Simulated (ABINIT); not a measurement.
# How the form of the self-energy moves the gap of CaSe (Fm-3m), part 2 of 3

Wanted: the gap of CaSe (Fm-3m) under several approximations, with cost.

ABINIT 10.8.3; PBE and many-body steps on it, plane waves. Known limits of the many-body steps: not at the basis limit; exchange with frozen shells missing; no spin-orbit coupling; coarse k mesh.

So far. Step 5 (G0W0, Hybertsen-Louie plasmon pole): Against G0W0 in ABINIT (4×4×4 mesh, 84 bands, screening to 152.4 eV, Godby-Needs plasmon pole), the gap moves by +0.055 eV. Step 6 (G0W0, von der Linden-Horsch plasmon pole): Against G0W0 in ABINIT (4×4×4 mesh, 84 bands, screening to 152.4 eV, Godby-Needs plasmon pole), the gap moves by +0.136 eV.

The database entry behind the starting cell differs from later determinations by our own check (0.1 to 0.3 % short, probably kX units), so it need not match the best structure at ambient conditions.

## Step 7: G0W0, Engel-Farid plasmon pole

Level of this step: G0W0 on PBE, plane waves, norm-conserving pseudopotentials (ABINIT).

run.abi

```
acell 3*1.0 Angstrom
rprim 
  -0.000000000000 2.956000000000 2.956000000000
  2.956000000000 -0.000000000000 2.956000000000
  2.956000000000 2.956000000000 -0.000000000000
ntypat 2
znucl 20 34
natom 2
typat 1 2
xred 
  0.000000000000 0.000000000000 0.000000000000
  0.500000000000 0.500000000000 0.500000000000
pp_dirpath "pseudos"
pseudos "Ca.upf, Se.upf"
ecut 39
ngkpt 4 4 4
nshiftk 1
shiftk 0 0 0
kptopt 1
chksymbreak 0
istwfk *1
occopt 1
irdwfk 1
optdriver 4
nband 84
gwcalctyp 0
ecutsigx 39
symsigma 1
nkptgw 2
kptgw 
  0.0000000000 0.0000000000 0.0000000000
  0.5000000000 0.5000000000 0.0000000000
bdgw 
  11 17
  12 15
ecuteps 5.6
irdscr 1
ppmodel 4
indata_prefix "in"
outdata_prefix "out"
tmpdata_prefix "tmp"
```

On the command line:

```console
$ OMP_NUM_THREADS=1 mpirun -n 4 abinit run.abi > log
```

Log:

```text
.Version 10.8.3 of ABINIT. v10.8.2 released Aug 2026.

 Symmetries : space group Fm -3 m (#225); Bravais cF (face-center cubic)
[... echo of the input left out ...]
== DATASET  1 ==================================================================
-   mpi_nproc: 4, omp_nthreads: 1 (-1 if OMP is not activated)

--- !DatasetInfo
iteration_state: {dtset: 1, }
dimensions: {natom: 2, nkpt: 8, mband: 84, nsppol: 1, nspinor: 1, nspden: 1, mpw: 4088, }
cutoff_energies: {ecut:  39.0, pawecutdg:  -1.0, }
[...]
Band     E0 <VxcDFT>   SigX SigC(E0)      Z dSigC/dE  Sig(E)    E-E0       E
[...]
14   6.176 -10.037  -5.296  -3.806   0.829  -0.207  -9.262   0.774   6.950
       15   9.186 -14.979  -8.054  -4.435   0.807  -0.239 -12.969   2.010  11.196

== END DATASET(S) ==============================================================
================================================================================

 -outvars: echo values of variables after computation  --------
           etotal      0.0000000000E+00
            nband          84
             nkpt           8
          spgroup         225
 [... the other variables as echoed above ...]

 Calculation completed.
```

Wall time 10 s (4 MPI ranks of Arm Neoverse N1, shared host); peak memory 0.91 GiB.

Numbers from this step:

```yaml
g0w0_gap_on_the_points_computed: 4.346 eV
starting_gap_on_the_mesh: 2.029 eV
k_of_the_valence_top: 0, 0, 0
k_of_the_conduction_bottom: 0.5, 0.5, 0
least_direct_g0w0_gap_on_the_computed_points: 4.968 eV
```

Against G0W0 in ABINIT (4×4×4 mesh, 84 bands, screening to 152.4 eV, Godby-Needs plasmon pole), the gap moves by +0.058 eV.

## Step 8: One-shot SEX

This step: one-shot SEX on PBE, plane waves, norm-conserving pseudopotentials.

Edit run.abi of step 7 so:

```diff
@@ -25,3 +25,3 @@
 nband 84
-gwcalctyp 0
+gwcalctyp 6
 ecutsigx 39
@@ -37,3 +37,2 @@
 irdscr 1
-ppmodel 4
 indata_prefix "in"
```

Log:

```text
.Version 10.8.3 of ABINIT. v10.8.2 released Aug 2026.

 Symmetries : space group Fm -3 m (#225); Bravais cF (face-center cubic)
[... echo of the input left out ...]
== DATASET  1 ==================================================================
-   mpi_nproc: 4, omp_nthreads: 1 (-1 if OMP is not activated)

--- !DatasetInfo
iteration_state: {dtset: 1, }
dimensions: {natom: 2, nkpt: 8, mband: 84, nsppol: 1, nspinor: 1, nspden: 1, mpw: 4088, }
cutoff_energies: {ecut:  39.0, pawecutdg:  -1.0, }
[...]
Band     E0 <VxcDFT>   SigX SigC(E0)      Z dSigC/dE  Sig(E)    E-E0       E
[...]
14   6.176 -10.037  -5.296   2.469   1.000   0.000  -2.827   7.210  13.386
       15   9.186 -14.979  -8.054   3.325   1.000   0.000  -4.728  10.250  19.436

== END DATASET(S) ==============================================================
================================================================================

 -outvars: echo values of variables after computation  --------
           etotal      0.0000000000E+00
            nband          84
             nkpt           8
          spgroup         225
 [... the other variables as echoed above ...]

 Calculation completed.
```

Elapsed: 6.2 s, on 4 MPI ranks; peak memory 0.38 GiB; 24 s of CPU time.

Numbers from this step:

```yaml
quasiparticle_gap_on_the_points_computed: 3.069 eV
starting_gap_on_the_mesh: 2.029 eV
k_of_the_valence_top: 0, 0, 0
k_of_the_conduction_bottom: 0.5, 0.5, 0
least_direct_quasiparticle_gap_on_the_computed_points: 3.775 eV
```

Against G0W0 in ABINIT (4×4×4 mesh, 84 bands, screening to 152.4 eV, Godby-Needs plasmon pole), the gap moves by −1.219 eV.

## Step 9: One-shot COHSEX

This step: one-shot COHSEX on PBE, plane waves, norm-conserving pseudopotentials.

Edit run.abi of step 8 so:

```diff
@@ -25,3 +25,3 @@
 nband 84
-gwcalctyp 6
+gwcalctyp 7
 ecutsigx 39
```

Log:

```text
.Version 10.8.3 of ABINIT. v10.8.2 released Aug 2026.

 Symmetries : space group Fm -3 m (#225); Bravais cF (face-center cubic)
[... echo of the input left out ...]
== DATASET  1 ==================================================================
-   mpi_nproc: 4, omp_nthreads: 1 (-1 if OMP is not activated)

--- !DatasetInfo
iteration_state: {dtset: 1, }
dimensions: {natom: 2, nkpt: 8, mband: 84, nsppol: 1, nspinor: 1, nspden: 1, mpw: 4088, }
cutoff_energies: {ecut:  39.0, pawecutdg:  -1.0, }
[...]
Band     E0 <VxcDFT>   SigX SigC(E0)      Z dSigC/dE  Sig(E)    E-E0       E
[...]
14   6.176 -10.037  -5.296  -5.329   1.000   0.000 -10.624  -0.588   5.588
       15   9.186 -14.979  -8.054  -6.556   1.000   0.000 -14.610   0.369   9.555

== END DATASET(S) ==============================================================
================================================================================

 -outvars: echo values of variables after computation  --------
           etotal      0.0000000000E+00
            nband          84
             nkpt           8
          spgroup         225
 [... the other variables as echoed above ...]

 Calculation completed.
```

Elapsed: 6.2 s, on 4 MPI ranks; peak memory 0.6 GiB.

Numbers from this step:

```
quasiparticle gap on the points computed              : 4.93 eV
starting gap on the mesh                              : 2.029 eV
k of the valence top                                  : 0, 0, 0
k of the conduction bottom                            : 0.5, 0.5, 0
least direct quasiparticle gap on the computed points : 5.676 eV
```

Against G0W0 in ABINIT (4×4×4 mesh, 84 bands, screening to 152.4 eV, Godby-Needs plasmon pole), the gap moves by +0.642 eV.

## Step 10: One-shot Hartree-Fock

This step: one-shot Hartree-Fock on PBE, plane waves, norm-conserving pseudopotentials.

Edit run.abi of step 9 so:

```diff
@@ -24,4 +24,4 @@
 optdriver 4
-nband 84
-gwcalctyp 7
+nband 17
+gwcalctyp 5
 ecutsigx 39
@@ -35,4 +35,4 @@
   12 15
-ecuteps 5.6
-irdscr 1
+ixc_sigma 40
+fftgw 31
 indata_prefix "in"
```

Log:

```text
.Version 10.8.3 of ABINIT. v10.8.2 released Aug 2026.

 Symmetries : space group Fm -3 m (#225); Bravais cF (face-center cubic)
[... echo of the input left out ...]
== DATASET  1 ==================================================================
-   mpi_nproc: 4, omp_nthreads: 1 (-1 if OMP is not activated)

--- !DatasetInfo
iteration_state: {dtset: 1, }
dimensions: {natom: 2, nkpt: 8, mband: 17, nsppol: 1, nspinor: 1, nspden: 1, mpw: 4088, }
cutoff_energies: {ecut:  39.0, pawecutdg:  -1.0, }
[...]
Band     E0 <VxcDFT>   SigX SigC(E0)      Z dSigC/dE  Sig(E)    E-E0       E
[...]
14   6.176 -10.037  -5.296   0.000   1.000   0.000  -5.296   4.741  10.917
       15   9.186 -14.979  -8.054   0.000   1.000   0.000  -8.054   6.925  16.111

== END DATASET(S) ==============================================================
================================================================================

 -outvars: echo values of variables after computation  --------
           etotal      0.0000000000E+00
            nband          17
             nkpt           8
          spgroup         225
 [... the other variables as echoed above ...]

 Calculation completed.
```

The job ended after 5.7 s (4 MPI ranks; peak memory 0.22 GiB; 22 s of CPU time).

Numbers from this step:

| Item | Value |
| --- | --- |
| quasiparticle gap on the points computed | 10.49 eV |
| starting gap on the mesh | 2.029 eV |
| k of the valence top | 0, 0, 0 |
| k of the conduction bottom | 0.5, 0.5, 0 |
| least direct quasiparticle gap on the computed points | 11.05 eV |

Against G0W0 in ABINIT (4×4×4 mesh, 84 bands, screening to 152.4 eV, Godby-Needs plasmon pole), the gap moves by +6.202 eV.

## Step 11: Screening, 4×4×4 mesh, 84 bands, screening to 152.4 eV

This step: RPA screening on PBE, plane waves, norm-conserving pseudopotentials.

Edit run.abi of step 10 so:

```diff
@@ -23,16 +23,14 @@
 irdwfk 1
-optdriver 4
-nband 17
-gwcalctyp 5
-ecutsigx 39
-symsigma 1
-nkptgw 2
-kptgw 
-  0.0000000000 0.0000000000 0.0000000000
-  0.5000000000 0.5000000000 0.0000000000
-bdgw 
-  11 17
-  12 15
-ixc_sigma 40
-fftgw 31
+optdriver 3
+nband 84
+ecuteps 5.6
+inclvkb 2
+awtr 1
+symchi 1
+gwcalctyp 2
+nfreqre 16
+freqremax 40 eV
+nfreqim 8
+spmeth 1
+nomegasf 120
 indata_prefix "in"
```

Log:

```text
.Version 10.8.3 of ABINIT. v10.8.2 released Aug 2026.

 Symmetries : space group Fm -3 m (#225); Bravais cF (face-center cubic)
[... echo of the input left out ...]
== DATASET  1 ==================================================================
-   mpi_nproc: 4, omp_nthreads: 1 (-1 if OMP is not activated)

--- !DatasetInfo
iteration_state: {dtset: 1, }
dimensions: {natom: 2, nkpt: 8, mband: 84, nsppol: 1, nspinor: 1, nspden: 1, mpw: 4088, }
cutoff_energies: {ecut:  39.0, pawecutdg:  -1.0, }
electrons: {nelect:   2.60000000E+01, charge:   0.00000000E+00, occopt:   1.00000000E+00, tsmear:   1.00000000E-02, }

 SCREENING: Calculation of the susceptibility and dielectric matrices

 Based on a program developped by R.W. Godby, V. Olevano, G. Onida, and L. Reining.
 Incorporated in ABINIT by V. Olevano, G.-M. Rignanese, and M. Torrent.
.Using double precision arithmetic ; gwpc =  8

[... cell and pseudopotentials left out ...]
--------------------------------------------------------------------------------

 ==== K-mesh for the wavefunctions ====
 Number of points in the irreducible wedge :     8
[... list of points left out ...]
 Together with 48 symmetry operations and time-reversal symmetry
 yields    64 points in the full Brillouin Zone.

 ==== Q-mesh for the screening function ====
 Number of points in the irreducible wedge :     8
[... list of points left out ...]
 Together with 48 symmetry operations and time-reversal symmetry
 yields    64 points in the full Brillouin Zone.

 setmesh: FFT mesh size selected  =    32x   32x   32
          total number of points  =        32768

 vcoul_init : cutoff-mode = AUXILIARY_FUNCTION
 q-points for optical limit:   1
     1)      0.000010    0.000020    0.000030

- screening: taking advantage of time-reversal symmetry
- Maximum band index for partially occupied states nbvw = 13
- Remaining bands to be divided among processors   nbcw = 71
- Number of bands treated by each node ~17

 Number of electrons calculated from density =   26.0000; Expected =   26.0000
 average of density, n =  0.074582
 r_s =    1.4738
 omega_plasma =   26.3434 [eV]

 calculating chi0 at frequencies [eV] :
  1    0.000000E+00    0.000000E+00
  2    2.666667E+00    0.000000E+00
  3    5.333333E+00    0.000000E+00
[...]
23    0.000000E+00    6.709213E+01
 24    0.000000E+00    9.446645E+01

--------------------------------------------------------------------------------
  q-point number  1        q = ( 0.000000, 0.000000, 0.000000) [r.l.u.]
--------------------------------------------------------------------------------
[... chi0 elements left out ...]
  [... further frequencies ...]

 No. of calculated frequencies >  15, stop printing
 For q-point:  0.000010 0.000020 0.000030
  dielectric constant =   5.9427
  dielectric constant without local fields =   6.9301

  Average fulfillment of the sum rule on Im[epsilon] for q-point    1 :     53.59  [%]
[... wings left out ...]
  q-point number  2        q = ( 0.250000, 0.000000, 0.000000) [r.l.u.]
--------------------------------------------------------------------------------
[... chi0 elements left out ...]
  [... further frequencies ...]

 No. of calculated frequencies >  15, stop printing
  Average fulfillment of the sum rule on Im[epsilon] for q-point    2 :     63.03  [%]

 [... 6 further q-points ...]
```

Wall time 88 s (4 MPI ranks); peak memory 1.2 GiB.

This step gave:

| Item | Value |
| --- | --- |
| ε∞ with local fields, on this mesh, along the program's q direction | 5.943 |
| the same without local fields | 6.930 |
| plasma frequency | 26.34 eV |
| plane waves in the screening matrix | 229 |

## Step 12: G0W0, contour deformation

This step: G0W0 on PBE, plane waves, norm-conserving pseudopotentials.

Edit run.abi of step 11 so:

```diff
@@ -23,14 +23,16 @@
 irdwfk 1
-optdriver 3
+optdriver 4
 nband 84
+gwcalctyp 2
+ecutsigx 39
+symsigma 1
+nkptgw 2
+kptgw 
+  0.0000000000 0.0000000000 0.0000000000
+  0.5000000000 0.5000000000 0.0000000000
+bdgw 
+  11 17
+  12 15
 ecuteps 5.6
-inclvkb 2
-awtr 1
-symchi 1
-gwcalctyp 2
-nfreqre 16
-freqremax 40 eV
-nfreqim 8
-spmeth 1
-nomegasf 120
+irdscr 1
 indata_prefix "in"
```

Log:

```text
.Version 10.8.3 of ABINIT. v10.8.2 released Aug 2026.

 Symmetries : space group Fm -3 m (#225); Bravais cF (face-center cubic)
[... echo of the input left out ...]
== DATASET  1 ==================================================================
-   mpi_nproc: 4, omp_nthreads: 1 (-1 if OMP is not activated)

--- !DatasetInfo
iteration_state: {dtset: 1, }
dimensions: {natom: 2, nkpt: 8, mband: 84, nsppol: 1, nspinor: 1, nspden: 1, mpw: 4088, }
cutoff_energies: {ecut:  39.0, pawecutdg:  -1.0, }
[...]
Band     E0 <VxcDFT>   SigX SigC(E0)      Z dSigC/dE  Sig(E)    E-E0       E
[...]
15   9.186 -14.979  -8.054  -4.351   0.756  -0.323 -13.032   1.946  11.132
       15   0.000   0.000   0.000  -0.000   0.000   0.000  -0.000  -0.000  -0.000

== END DATASET(S) ==============================================================
================================================================================

 -outvars: echo values of variables after computation  --------
           etotal      0.0000000000E+00
            nband          84
             nkpt           8
          spgroup         225
 [... the other variables as echoed above ...]

 Calculation completed.
```

Wall time 13 s (4 MPI ranks); peak memory 1.2 GiB.

This step gave:

- G0W0 gap on the points computed: 4.23 eV
- starting gap on the mesh: 2.029 eV
- k of the valence top: 0, 0, 0
- k of the conduction bottom: 0.5, 0.5, 0
- least direct G0W0 gap on the computed points: 4.913 eV

Against G0W0 in ABINIT (4×4×4 mesh, 84 bands, screening to 152.4 eV, Godby-Needs plasmon pole), the gap moves by −0.058 eV.

(Part 2 of 3 ends here.)

[Paths, hosts, dates, memory and timing lines, banners, echoed tables and standing remarks are left out of the program output.]

[Logs are printed without paths, hosts, clocks, repeated set-up lines and the standing remarks that a program may print on its own settings, such as how far it seeks lower states.]

[Runs of the session that timed out or met a known fault of the program may be left out.]

[Hosts, paths, dates, database ids (printed as entryN), source tags and the programs' standing remarks are cut or masked in the printed files.]

[G0W0 gaps are taken among the corrected bands and points alone; a level outside them can change the order at an edge.]

[Where Ansatz stands beside ABINIT at settings called matched, ABINIT's density can come from a denser mesh and the files from another edition; pairs whose starting gaps differed by over 0.03 eV were left out, so agreement reads better than it is.]
